Q: I have the computed gap of gallium phosphide for twelve sizes of the same crystal. As the crystal is stretched, the gap first grows and then shrinks. Does the bonding change its character somewhere on the way?

Ansatz 0.2.0, DFT with r2SCAN, plane waves and PAW: GaP (F-43m, 2 atoms per cell) under hydrostatic strain, with a 500 eV cutoff, an 8×8×8 k mesh and fixed occupations, without spin polarisation or spin–orbit coupling. Gaps are the least found over the mesh, the named k points and any searched paths between them.

```
volume (Å³/atom)  shortest distance (Å)  band gap (eV)  least direct gap (eV)
          17.422                  2.245          1.532                  3.724
          17.910                  2.266          1.597                  3.470
          18.476                  2.289          1.668                  3.186
          19.053                  2.313          1.732                  2.907
          19.642                  2.337          1.791                  2.632
          19.918                  2.348          1.826                  2.508
          20.857                  2.384          1.937                  2.101
          21.483                  2.407          1.845                  1.845
          22.121                  2.431          1.595                  1.595
          22.706                  2.452          1.375                  1.375
          22.771                  2.455          1.351                  1.351
          23.866                  2.493          0.967                  0.967
```

A: The structure and its bonding pattern stay the same; what changes is which empty state lies lowest. The band gap is the smallest energy from the top of the filled states to any empty state, whatever the wave pattern of the two. The least direct gap compares states with the same wave pattern from cell to cell, which is what light can bridge without help from lattice vibrations. Read the two columns side by side: the direct gap falls at every step, while the band gap rises up to 20.857 Å³/atom and from 21.483 Å³/atom on equals the direct gap.

There are thus two competing low points, or valleys, among the empty states. One is at Γ, where the wave repeats identically in every cell, and the filled states also have their top there. The other is close to X, where the wave alternates along one axis of the cube. The calculation places the lowest empty state near X in the first seven rows and at Γ in the last five, so the peak is a handover between two curves with opposite slopes.

Q: Why does the valley at Γ react so strongly?

A: The empty state at Γ is built mainly from s orbitals on gallium and phosphorus, with a change of sign across every bond. It is the antibonding partner of an s-like state deep in the valence band. Because the pattern is the same in all cells, the four neighbours of an atom act together and push the two partners apart as hard as they can. Lengthening the bonds weakens this push, and the upper partner comes down towards the filled states.

The computed levels let us check how much of the fall comes from this. Call the distance between the two s-like partners the splitting. A level that sits above the middle of a pair moves by half of any change in the splitting, plus any shift of the middle itself, here measured from the valence top. Between 18.476 and 22.706 Å³/atom this gives

change of direct gap = half the change of splitting + shift of the middle
−1.81 eV = −1.70 eV − 0.11 eV

The sum has to come out right, since it only regroups the levels. What it teaches is the proportion: nearly the whole fall is the closing of the s pair, and the middle of the pair hardly moves against the valence top. That the pair closes because the orbitals overlap less is the standard bonding argument, and the levels fit it.

Q: Then why doesn't the valley near X come down as well?

A: At X the wave has opposite signs on two of the four neighbours, so their s contributions to an s orbital in the middle cancel. The strong push that lifts the Γ state is absent, and stretching has little of it to remove. At L, where the wave alternates along the body diagonal, half of the coupling survives. The gaps from the valence top follow this order: between the same two volumes the one to Γ falls by 1.81 eV and the one to L by 0.67 eV, while the one to a point three quarters of the way to X, where much of the coupling has cancelled but not all, rises by 0.30 eV. The sizes don't follow the coupling, and the order does not hold everywhere: halfway to X more of the s coupling survives than at L, yet the gap to that point rises by 0.17 eV. Away from Γ p orbitals mix into these states, and along the line to X the lowest empty band is expected to lose much of its s–s antibonding character early. The argument is safe for the contrast between Γ and X, not as a rule for every point in between.

The cancellation explains why the near-X gap lacks the steep fall. It does not explain why that gap rises slightly instead of staying level. Such a rise is well known in this family of semiconductors. Measured from the twofold gallium 3d level at Γ, the state three quarters of the way to X rises by only 0.05 eV between the two volumes, while the valence top sinks by 0.25 eV, so on that ruler most of the rise comes from the filled side. The d level moves as well, though, and I have no simple argument that fixes the sign.

Q: Can I estimate where the handover happens?

A: Yes, with two straight lines. Equal percentage changes of volume have nearly equal effects, so the natural variable is the logarithm of the volume V relative to V₀ = 20.28 Å³/atom, the volume at zero pressure by straight-line interpolation between two rows (the pressure curve bends, so the true value should be slightly smaller). A line fitted to the direct gap in all twelve rows gives

direct gap = 2.366 eV − 8.79 eV × ln(V/V₀)

For the valley near X I take the slope between 19.053 and 19.642 Å³/atom, which is 1.94 eV, and continue it to V₀:

near-X gap at V₀ = 1.791 eV + 1.94 eV × ln(20.28/19.642) = 1.853 eV

The lines approach each other at the sum of the two slopes, so they meet where

ln(V/V₀) = (2.366 − 1.853)/(8.79 + 1.94) = 0.048

That is an expansion of about 5 %, or roughly 21.3 Å³/atom. It falls between the last indirect row and the first direct one, as it should; the rows on both sides took part in the fit of the direct gap, so this is a test of consistency and not a prediction. The line is least accurate at the largest volume, where it gives a direct gap 0.03 eV below the computed one, because the slope weakens as the crystal expands. The output printed below repeats the crossing with local slopes and finds nearly the same volume.

Q: The rise of the band gap isn't smooth. It speeds up at 19.918 Å³/atom, just where I would expect it to flatten.

A: That most likely comes from where the valley was sampled. Its lowest point is not exactly at X but a little short of it, and it drifts towards Γ as the crystal expands. From 17.910 to 19.642 Å³/atom the sampled point moved with it; its place was taken from another functional, PBE, so it need not be the exact bottom in r2SCAN. At 19.918 Å³/atom, as in the first row, the run used a fixed point closer to X, and any point beside the bottom of a valley lies above the bottom. The gap there is about 0.01 eV above the continued slope, enough to make the small kink.

The next row, at 20.857 Å³/atom, has the same fault in a stronger form. Its value of 1.937 eV belongs to a point of the regular mesh, on the Γ side of the valley. Continuing the earlier slope gives about 0.03 eV less, and since that slope was already flattening, the true excess is probably larger. The highest band gap in the table is therefore an upper bound for its volume.

Q: So the real peak is a sharp corner at a slightly lower energy?

A: A corner, yes, and probably a lower one, for two reasons. With the near-X slope held constant, the lines for Γ and near X cross at about 1.94 eV, as high as the highest row. But that slope is flattening, so the true crossing should lie somewhat lower. In addition, the gap to L interpolates to about 1.88 eV at that volume, below both lines. L would then be the lowest valley for a short stretch, until Γ takes over close to the row at 21.483 Å³/atom. This rests on L levels at only two volumes, so I would treat it as likely and not as settled.

Q: I can press on a crystal far more easily than I can pull it apart evenly. What would I see?

A: You would move up the table from the zero-pressure volume, and the two gaps would part. Around zero pressure the direct gap grows by about 0.10 eV for each GPa. The band gap shrinks much more slowly, by about 0.19 eV while the pressure rises from 3 to 14 GPa. Strong direct absorption would thus move to higher energy while the weak indirect onset moves to lower energy. The handover to Γ lies on the other side, under a uniform tension of a few GPa.

Q: Would you trust the gap values themselves?

A: Less than their slopes. The measured gap of this crystal is roughly 2.3 eV, a rounded value that I recall, whereas the rows nearest to zero pressure lie below 2 eV. Spin–orbit coupling and lattice vibrations are left out, but both would lower the computed gap further, so the shortfall points to the r2SCAN functional, which belongs to a class known to give gaps that are too small. If its error differs between the two valleys, the handover shifts to another volume. The opposite directions of the two curves are much safer.

Q: And if I had gallium arsenide instead?

A: There the valley at Γ is already the lowest at ordinary pressure, so that crystal starts on the falling side of the peak. Stretching it narrows the gap at once. Compression widens the gap until the rising Γ state passes the valley near X, and from then on the gap shrinks slowly, as it does here. To place another crystal of this kind, ask first which valley is lowest, and then how much s–s antibonding that valley contains.

The analysis program printed:

```
fit of least_direct_gap on 12 rows: constant 2.366 +/- 0.0049, coefficient of lnv -8.788 +/- 0.05; rms 0.0154, worst 23.866 -0.0324, leave-one-out rms 0.0201
Slopes from the row before, in eV per unit of ln(volume):
     row  'place of lowest empty state (0 is Gamma and 0.5 is X)'  'slope of direct gap'  'slope of band gap'
  17.422                                                     0.45                    n/a                  n/a
   17.91                                                   0.4375                 -9.194                2.353
  18.476                                                   0.4349                 -9.128                2.282
  19.053                                                   0.4297                 -9.073                2.081
  19.642                                                   0.4271                 -9.033                1.938
  19.918                                                     0.45                 -8.887                2.508
  20.857                                                    0.375                 -8.835                 2.41
  21.483                                                        0                 -8.657               -3.111
  22.121                                                        0                 -8.542               -8.542
  22.706                                                        0                 -8.429               -8.429
  22.771                                                        0                 -8.396               -8.396
  23.866                                                        0                 -8.176               -8.176
Volume at zero pressure, interpolated, Å³/atom: 20.28
Rise of direct gap with pressure around zero pressure, eV/GPa: 0.1033
Splitting of the s-like pair at Gamma at 18.476, eV: 16.96
Splitting of the s-like pair at Gamma at 22.706, eV: 13.57
Change of direct gap from 18.476 to 22.706, eV: -1.811
Half the change of the s splitting, eV: -1.697
Shift of the middle of the s pair against the valence top, eV: -0.1136
Change of the gap to L from 18.476 to 22.706, eV: -0.6739
Change of the gap to the mesh point three quarters of the way to X, eV: 0.2971
Gap at 19.918 above the continued near-X slope, eV: 0.007959
Gap at 20.857 above the continued near-X slope, eV: 0.02969
Same mesh point above the sampled near-X minimum at 18.476, eV: 0.06615
Volume where near-X and Gamma gaps would cross, Å³/atom: 21.24
Expansion from zero pressure to that crossing, percent: 4.754
Gap at that crossing, eV: 1.943
Gap to L interpolated at that crossing, eV: 1.884
Interpolated gap to L less gap at Gamma at 21.483, eV: 0.002356
```
